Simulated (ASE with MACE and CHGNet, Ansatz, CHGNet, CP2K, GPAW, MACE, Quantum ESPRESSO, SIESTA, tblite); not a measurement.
# Rutile SnO2, size series (72 atoms) in machine-learned potentials

How do the settings of machine-learned potentials change the result for rutile SnO2, size series (72 atoms)? A plane-wave run serves as the yardstick.

Program: ASE with MACE and CHGNet. Level of theory: the method is named at each step. Results are calculated unless marked as measured.

### Step 1. Set-up

The cell holds 72 atoms: 24 Sn and 48 O. Cell: a = 9.474 Å, b = 9.474 Å, c = 9.558 Å, α = 90.0°, β = 90.0°, γ = 90.0°. It derives from SnO2 (rutile), repeated 2×2×3. Rutile SnO2 (cell 4.737, 4.737, 3.186, 90, 90, 90), 2 x 2 x 3 conventional cells; ideal positions. Then every atom was moved at random, 0.03 Å r.m.s. a Cartesian component.

The yardstick, on the same geometry:

```
method                                           : Kohn-Sham DFT, PBE, PAW, plane waves (Ansatz 0.2.0); cutoff 420 eV, Γ point, fermi-dirac smearing of 0.05 eV; PAW set soft_2
r.m.s. force component                           : 0.7765 eV/Å
longest force                                    : 3.485 eV/Å
pressure                                         : 11.71 GPa
gap (highest filled to lowest empty level) : 1.203 eV
SCF cycles                                       : 8
time                                             : 5.6 s on 8 threads of Arm Neoverse V2, shared host
CPU time                                         : 40 s
```

### Step 2. MACE MP-0b2 small potential

Method: machine-learned interatomic potential MACE MP-0b2 small, trained on PBE(+U) plane-wave data.

run.py

```python
import numpy as np
from ase.io import read
import mlip  # loads the published weights by name

atoms = read("structure.xyz")
atoms.calc = mlip.calc("mace-mp-0b2-small")
energy = atoms.get_potential_energy()
forces = atoms.get_forces()
print(f"energy {energy:.6f} eV")
print("forces (eV/A)")
for i, (a, f) in enumerate(zip(atoms, forces)):
    print(f"{i:4d} {a.symbol:2s} {f[0]:10.5f} {f[1]:10.5f} {f[2]:10.5f}")
stress = -atoms.get_stress(voigt=False) * 160.21766
print("stress (GPa, compression positive)")
for row in stress:
    print(" ".join(f"{x:10.4f}" for x in row))
```

structure.xyz

```xyz
72
Lattice="9.47400 0.00000 0.00000 0.00000 9.47400 0.00000 0.00000 0.00000 9.55800" Properties=species:S:1:pos:R:3 pbc="T T T"
Sn 9.42502 0.04112 9.55599
Sn 2.34368 2.34851 1.60307
O 1.43493 1.50873 9.54127
O 3.31969 3.32433 0.02103
O 0.91936 3.81433 1.55317
O 3.85800 0.91102 1.53253
Sn 9.46671 0.00474 3.14191
Sn 2.37437 2.37864 4.79649
O 1.47368 1.42802 3.14917
O 3.26730 3.27980 3.15185
O 0.93632 3.82977 4.80528
O 3.83441 0.92817 4.77298
Sn 0.04709 9.47372 6.38570
Sn 2.43586 2.37409 7.93563
O 1.46269 1.43702 6.36687
O 3.24807 3.27355 6.35387
O 0.90609 3.75871 7.93696
O 3.77719 0.88212 8.04229
Sn 0.05277 4.77670 9.53315
Sn 2.30730 7.08722 1.55270
O 1.43427 6.15952 0.03775
O 3.31931 8.08123 0.01004
O 0.89321 8.55426 1.59762
O 3.76667 5.67123 1.57755
Sn 9.46832 4.73065 3.14076
Sn 2.38110 7.11962 4.73943
O 1.41873 6.19524 3.16427
O 3.22798 8.07962 3.16026
O 0.92646 8.57406 4.74975
O 3.81414 5.66128 4.77718
Sn 9.45098 4.74382 6.33265
Sn 2.38214 7.14349 7.96831
O 1.50693 6.24687 6.38197
O 3.29203 8.04466 6.32147
O 0.92504 8.59690 7.96898
O 3.86738 5.70287 7.95942
Sn 4.77063 0.02331 0.00984
Sn 7.10938 2.36869 1.61368
O 6.19154 1.41977 0.05496
O 7.99151 3.27099 9.51107
O 5.62519 3.81944 1.57181
O 8.54299 0.93092 1.61932
Sn 4.78769 0.00606 3.20250
Sn 7.10218 2.35997 4.77393
O 6.22006 1.44090 3.25937
O 8.01567 3.27365 3.19419
O 5.62727 3.76895 4.73255
O 8.56393 0.95252 4.78445
Sn 4.73274 9.47267 6.31421
Sn 7.11109 2.40744 8.01266
O 6.19590 1.42186 6.37958
O 8.01017 3.22561 6.37060
O 5.63779 3.86018 7.95474
O 8.59235 0.89946 7.97558
Sn 4.76542 4.72942 0.00421
Sn 7.09688 7.10114 1.62314
[... 12 atom lines left out ...]
O 6.18084 6.14455 6.34804
O 8.04447 8.00686 6.37423
O 5.67189 8.54507 7.97940
O 8.49638 5.62386 7.91670
```

Command:

```console
$ OMP_NUM_THREADS=1 python run.py > output.txt
```

Output:

```text
energy -446.315278 eV
forces (eV/A)
   0 Sn    0.97457   -0.27126    0.35912
   1 Sn    0.91070   -0.18039   -1.08067
   2 O    -0.36619   -0.46742    0.05008
   3 O    -0.44669   -0.33899   -0.36263
   4 O    -0.14779   -0.00343    0.26143
   5 O    -0.71426    0.89808    1.43196
   6 Sn    0.08618   -0.12125    1.61129
   7 Sn   -0.32572   -0.66612   -1.27265
   8 O    -0.34026   -0.08819    0.77856
   9 O     0.19027    0.27474    0.50959
  10 O    -0.17116    0.11599   -0.71429
  11 O    -0.56900    0.65444   -0.17158
  12 Sn   -0.51098    0.19772   -0.99637
  13 Sn   -0.88785   -0.28219    1.50247
  14 O     0.21482    0.12288   -0.04768
  15 O     1.09977    0.94376    0.13385
  16 O    -0.23270    0.67542   -0.05034
  17 O     0.27098    0.14622   -1.41272
  18 Sn   -1.45631   -1.41148   -0.38663
  19 Sn    1.21781    1.25028    1.01194
  20 O     0.46211    0.64457   -1.31497
  21 O    -1.16399   -1.20800   -0.19101
  22 O     0.03811   -0.02180   -0.72849
  23 O     0.47711   -0.18519   -0.02304
[...]
64 O     1.75303   -1.73893    2.09650
  65 O     0.64902   -0.67698   -0.46837
  66 Sn    0.18473    0.34421   -2.30639
  67 Sn   -1.14967    0.80232    0.61479
  68 O     0.15681    0.39560   -0.03743
  69 O     0.46725    0.69480   -0.05148
  70 O     0.04159    0.03282   -0.79119
  71 O     0.94223   -0.56558    0.37461
stress (GPa, compression positive)
   10.6424    -0.0154     0.6774
   -0.0154    10.7317    -0.1917
    0.6774    -0.1917    14.6377
```

Wall time 5.5 s (1 thread of Arm Neoverse V2, shared host); peak memory 0.66 GiB.

Banners, paths, timers and routine set-up lines are dropped from the logs unmarked, and long logs keep their key lines alone; longer cuts are marked.

Compared with the plane-wave run:

```yaml
r_m_s_force_component: 0.7463 eV/Å
r_m_s_difference_of_force_components: 55.1 meV/Å
longest_difference_of_force_vectors: 193.7 meV/Å
force_difference_over_r_m_s_force: 7.096 %
slope_of_forces_against_the_reference_s: 0.9593
correlation_of_force_components: 0.9982
pressure: 12 GPa
pressure_difference: 0.2948 GPa
```

Length of the force difference by element (eV/Å):

| element | atoms | mean | most |
| --- | --- | --- | --- |
| O | 48 | 0.074 | 0.19 |
| Sn | 24 | 0.10 | 0.19 |

A closer look about Sn43, which bears the longest force: 9 atoms, nearest first, numbered in the order of the input, with positions taken from that point.

| atom | x | y | z | distance (Å) | bonds | Fx | Fy | Fz (eV/Å) |
| --- | --- | --- | --- | --- | --- | --- | --- | --- |
| Sn43 | 0.00 | 0.00 | 0.00 | 0.00 | 6 | -1.87 | 0.60 | -2.67 |
| O65 | 0.82 | -0.90 | 1.47 | 1.91 | 3 | 1.75 | -1.74 | 2.10 |
| O45 | 1.43 | 1.43 | 0.06 | 2.03 | 3 | -0.36 | -0.33 | -1.39 |
| O12 | -0.95 | 0.92 | 1.57 | 2.06 | 3 | -0.57 | 0.65 | -0.17 |
| O59 | 0.83 | -0.92 | -1.64 | 2.06 | 3 | 1.01 | -0.73 | 0.87 |
| O28 | -1.56 | -1.40 | -0.04 | 2.10 | 3 | 0.30 | -0.01 | -0.28 |
| O6 | -0.93 | 0.90 | -1.67 | 2.11 | 3 | -0.71 | 0.90 | 1.43 |
| Sn49 | -0.05 | -0.01 | 3.11 | 3.11 | 6 | 0.21 | -0.09 | 1.90 |
| Sn37 | -0.02 | 0.02 | -3.19 | 3.19 | 6 | -0.17 | -0.77 | -0.75 |

Atoms are counted from 1 here, from 0 in the log.

Forces lie 7.1 % from the reference's, at 0.14 times its CPU time (on 1 against 8 cores).

### Step 3. CHGNet 0.3.0 potential

Method: machine-learned interatomic potential CHGNet 0.3.0, trained on PBE(+U) plane-wave data.

run.py: that of step 2 with these lines changed.

```diff
@@ -5,3 +5,3 @@
 atoms = read("structure.xyz")
-atoms.calc = mlip.calc("mace-mp-0b2-small")
+atoms.calc = mlip.calc("chgnet-0.3.0")
 energy = atoms.get_potential_energy()
```

structure.xyz is that of step 2.

Output:

```text
CHGNet v0.3.0 initialized with 412,525 parameters
CHGNet will run on cpu
energy -477.229736 eV
forces (eV/A)
   0 Sn    0.77490   -0.24429    0.34965
   1 Sn    0.74544   -0.11735   -0.86782
   2 O    -0.34636   -0.40162   -0.00654
   3 O    -0.36360   -0.27874   -0.28245
   4 O    -0.06519   -0.06805    0.17221
   5 O    -0.61861    0.76183    1.10167
   6 Sn    0.01890   -0.11112    1.30733
   7 Sn   -0.25499   -0.51803   -1.07966
   8 O    -0.31651   -0.15524    0.67771
   9 O     0.21773    0.28670    0.43979
  10 O    -0.12192    0.07679   -0.62105
  11 O    -0.48225    0.53982   -0.10914
  12 Sn   -0.44570    0.08806   -0.81951
  13 Sn   -0.65790   -0.20357    1.22297
  14 O     0.15895    0.08313    0.00389
  15 O     0.93893    0.83040    0.07308
  16 O    -0.18267    0.49697   -0.03610
  17 O     0.20323    0.07177   -1.18787
  18 Sn   -1.24737   -1.14455   -0.30843
  19 Sn    0.93635    0.95798    0.87160
  20 O     0.41749    0.53205   -1.09937
  21 O    -0.87981   -0.90229   -0.16219
  22 O     0.06037   -0.03997   -0.60042
  23 O     0.34823   -0.11606   -0.02545
[...]
64 O     1.45105   -1.48782    1.77151
  65 O     0.49932   -0.53965   -0.45141
  66 Sn    0.11800    0.19469   -1.88535
  67 Sn   -0.87916    0.60882    0.46153
  68 O     0.08755    0.27697    0.00930
  69 O     0.45301    0.63652   -0.00932
  70 O     0.06646    0.00055   -0.65983
  71 O     0.73714   -0.48407    0.29755
stress (GPa, compression positive)
   11.8533    -0.0340     0.6032
   -0.0340    11.9447    -0.1996
    0.6032    -0.1996    14.5198
```

Elapsed: 3.6 s, on 1 thread; peak memory 1.4 GiB.

Numbers from this run, and their distance from the reference:

* r.m.s. force component: 0.6171 eV/Å
* r.m.s. difference of force components: 173.8 meV/Å
* longest difference of force vectors: 765.5 meV/Å
* force difference over r.m.s. force: 22.38 %
* slope of forces against the reference's: 0.7908
* correlation of force components: 0.995
* pressure: 12.77 GPa
* pressure difference: 1.063 GPa

Against the first run (7.1 %), the force difference from the reference is 22 %, at 0.65 times the CPU time.

### Step 4. CHGNet r2SCAN potential

Method: machine-learned interatomic potential CHGNet r2SCAN, trained on r2SCAN plane-wave data.

run.py: that of step 3 with these lines changed.

```diff
@@ -5,3 +5,3 @@
 atoms = read("structure.xyz")
-atoms.calc = mlip.calc("chgnet-0.3.0")
+atoms.calc = mlip.calc("chgnet-r2scan")
 energy = atoms.get_potential_energy()
```

structure.xyz is that of step 3.

Output:

```text
CHGNet vr2scan initialized with 412,525 parameters
CHGNet will run on cpu
energy -1012.493225 eV
forces (eV/A)
   0 Sn    0.55634   -0.18510    0.23045
   1 Sn    0.55010   -0.05645   -0.61953
   2 O    -0.21632   -0.27096    0.02421
   3 O    -0.27489   -0.20725   -0.24385
   4 O    -0.08636   -0.03178    0.12468
   5 O    -0.47423    0.56096    0.83611
   6 Sn    0.06009   -0.05998    0.94680
   7 Sn   -0.21266   -0.33453   -0.77382
   8 O    -0.23708   -0.09801    0.47648
   9 O     0.17740    0.21185    0.30498
  10 O    -0.13819    0.07910   -0.41279
  11 O    -0.31815    0.36301   -0.02061
  12 Sn   -0.27371    0.08365   -0.58334
  13 Sn   -0.54961   -0.15272    0.93327
  14 O     0.10533    0.05135   -0.01872
  15 O     0.68407    0.57252    0.05982
  16 O    -0.14631    0.43111   -0.01281
  17 O     0.15184    0.10431   -0.91824
  18 Sn   -0.86056   -0.91533   -0.25917
  19 Sn    0.76776    0.75785    0.64664
  20 O     0.28954    0.42021   -0.84349
  21 O    -0.75346   -0.76367   -0.13976
  22 O     0.03508   -0.02468   -0.40106
  23 O     0.28835   -0.09080    0.02891
[...]
64 O     1.11326   -1.13088    1.33587
  65 O     0.41995   -0.44380   -0.28526
  66 Sn    0.13358    0.22805   -1.40390
  67 Sn   -0.69151    0.43892    0.35558
  68 O     0.06226    0.22899   -0.01968
  69 O     0.31538    0.48171   -0.02268
  70 O     0.05035   -0.01132   -0.50462
  71 O     0.60810   -0.36809    0.19402
stress (GPa, compression positive)
    4.9949     0.0051     0.3966
    0.0051     5.0419    -0.1362
    0.3966    -0.1362     6.3302
```

Wall time 3.3 s (1 thread); peak memory 1.4 GiB.

Against the reference:

* r.m.s. force component: 0.4622 eV/Å
* r.m.s. difference of force components: 320 meV/Å
* longest difference of force vectors: 1422 meV/Å
* force difference over r.m.s. force: 41.21 %
* slope of forces against the reference's: 0.5922
* correlation of force components: 0.995
* pressure: 5.456 GPa
* pressure difference: -6.253 GPa

Against the first run (7.1 %), the force difference from the reference is 41 %, at 0.60 times the CPU time; this potential was trained at another functional than the reference's, which explains only part of so large a difference.

### Step 5. All runs compared

Differences are against the plane-wave reference, forces as r.m.s. over components; share is that over the reference's r.m.s. force, slope the least-squares factor from reference forces to these. Total energies of different programs have different zeros and aren't compared.

| run | Δ force, r.m.s. (meV/Å) | share (%) | slope | Δ pressure (GPa) | cores | CPU time | memory (GiB) |
| --- | --- | --- | --- | --- | --- | --- | --- |
| reference | - | - | - | - | 8 | 40 s | 1.2 |
| MACE MP-0b2 small potential | 55.1 | 7.10 | 0.959 | 0.295 | 1 | 5.5 s | 0.66 |
| CHGNet 0.3.0 potential | 174 | 22.4 | 0.791 | 1.06 | 1 | 3.6 s | 1.4 |
| CHGNet r2SCAN potential | 320 | 41.2 | 0.592 | -6.25 | 1 | 3.3 s | 1.4 |

Times of the machine-learned potentials are mostly Python's start and the loading of weights.

CPU time is summed over cores on a shared host, where runs went side by side, so it is rough. Symmetry, cutoffs, thresholds, outputs and thread counts weren't matched or tuned between programs; memory under MPI is the largest rank's times the ranks.

A second geometry, displaced anew (every atom was moved at random, 0.06 Å r.m.s. a Cartesian component), gives an energy difference that all programs can be tested on. The reference puts it at 105.2 meV/atom.

| run | energy less the first geometry's (meV/atom) | error (meV/atom) | force share at the second geometry (%) |
| --- | --- | --- | --- |
| MACE MP-0b2 small potential | 99.80 | -5.38 | 6.94 |
| CHGNet 0.3.0 potential | 84.41 | -20.8 | 17.0 |
| CHGNet r2SCAN potential | 64.92 | -40.3 | 34.4 |

### Step 6. Results

```
nearest in forces : MACE MP-0b2 small potential, 7.1 %
its CPU time      : 5.5 s
```

In words: Machine-learned potentials differ by 7.1 % (MACE MP-0b2 small potential) to 41 % (CHGNet r2SCAN potential); they were trained on other programs' data, some at another functional. Among those trained on PBE data the slope goes as low as 0.79, which softening far from their training structures can give, though the reference's k-sampling is untested too. The energy difference between the two geometries, 105 meV/atom in the reference, is met best by MACE MP-0b2 small potential (-5.38) and worst by CHGNet r2SCAN potential (-40.3). Machine-learned potentials mimic data converged in k, so the reference's own k-point error enters their differences. The reference's stress is far from hydrostatic: its diagonal is 10.5, 10.5, 14.1 GPa, compression counted positive. The reference's pressure of 12 GPa says that the cell would expand at this level of theory. The electronic-structure runs sample only Γ, in a cell whose shortest periodic width is 9 Å.

[Also dropped from logs without a mark: logging warnings of Python, and SIESTA's first energy breakdown and zero terms.]

[Logs are printed without paths, hosts, clocks, repeated set-up lines and the standing remarks that a program may print on its own settings, such as how far it seeks lower states.]

[Hosts, paths, dates, database ids (printed as entryN), source tags and the programs' standing remarks are cut or masked in the printed files.]
